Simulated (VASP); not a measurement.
## From an Ansatz input to VASP: BN (strained database structure)

Ansatz input

```yaml
crystal:
  lattice:
    - [1.3080048567, 0.7551769561, 3.2533303712]
    - [-1.3080048567, 0.7551769561, 3.2533303712]
    - [0.0, -1.5103539122, 3.2533303712]
  atoms:
    - { symbol: B, position: [0.9997462503, 0.9997462503, 0.9997462503] }
    - { symbol: "N", position: [0.3326867497, 0.3326867497, 0.3326867497] }
kpoints:
  mp_grid: { grid: [12, 12, 12] }
  band_path:
    path:
      - [0.0, 0.0, 0.0]
      - [-0.5, -0.5, -0.5]
      - [-0.5, -0.1994790226, -0.8005209774]
      - [-0.1994790226, 0.1994790226, -0.5]
      - [0.0, 0.0, -0.5]
      - [0.0, 0.3497395113, -0.3497395113]
      - [-0.3497395113, 0.0, -0.6502604887]
      - [-0.5, 0.0, -0.5]
      - [-0.1595832181, 0.1595832181, -0.5]
      - [-0.005208, 0.296875, -0.309896]
      - [0.0, 0.5, 0.5]
    npoints: 1
hamiltonian:
  xc: pbe
scf:
  occupations: { method: fermi_dirac, width: 0.02 }
  n_extra_bands: 4
output:
  forces: true
  stress: true
  eigenvalues: true
  write_density: true
  write_potential: true
  elf: true
  volumetric_format: npy
```

Q: Translate this input to VASP.

A: 

INCAR

```
EDIFF = 1E-7
IBRION = -1
NSW = 0
LWAVE = .FALSE.
SIGMA = 0.02
PREC = Accurate
NBANDS = 11
NELM = 120
LREAL = .FALSE.
ISMEAR = -1
GGA = PE
LASPH = .TRUE.
LCHARG = .FALSE.
ISIF = 2
ENCUT = 520
```

KPOINTS

```
KPOINTS created by Atomic Simulation Environment
0
Gamma
12 12 12
0 0 0
```

KPOINTS_OPT

```
special points
11
Reciprocal
0.0000000000 0.0000000000 0.0000000000 1
-0.5000000000 -0.5000000000 -0.5000000000 1
-0.5000000000 -0.1994790226 -0.8005209774 1
-0.1994790226 0.1994790226 -0.5000000000 1
0.0000000000 0.0000000000 -0.5000000000 1
0.0000000000 0.3497395113 -0.3497395113 1
-0.3497395113 0.0000000000 -0.6502604887 1
-0.5000000000 0.0000000000 -0.5000000000 1
-0.1595832181 0.1595832181 -0.5000000000 1
-0.0052080000 0.2968750000 -0.3098960000 1
0.0000000000 0.5000000000 0.5000000000 1
```

POSCAR

```
B  N
 1.0000000000000000
     1.3080048566852058    0.7551769561085414    3.2533303712000001
    -1.3080048566852058    0.7551769561085414    3.2533303712000001
     0.0000000000000000   -1.5103539122170828    3.2533303712000001
 B   N
   1   1
Cartesian
 -0.0000000000000000 -0.0000000000000001  9.7575145187143359
 -0.0000000000000000 -0.0000000000000000  3.2470197207530553
```

VASP ran with the recommended PBE PAW datasets (8 valence electrons in the cell). Other inputs would serve too.

|  | Ansatz | VASP |
| --- | --- | --- |
| gap between bands v and c | 3.87 eV | 3.86 eV |
| least direct gap | 4.36 eV | 4.36 eV |
| pressure | -23.5 GPa | -23.4 GPa |

Datasets and cutoffs are each program's own. VASP's cell holds 8 valence electrons and Ansatz's 8. Ansatz's stress includes a Pulay correction; VASP's doesn't.
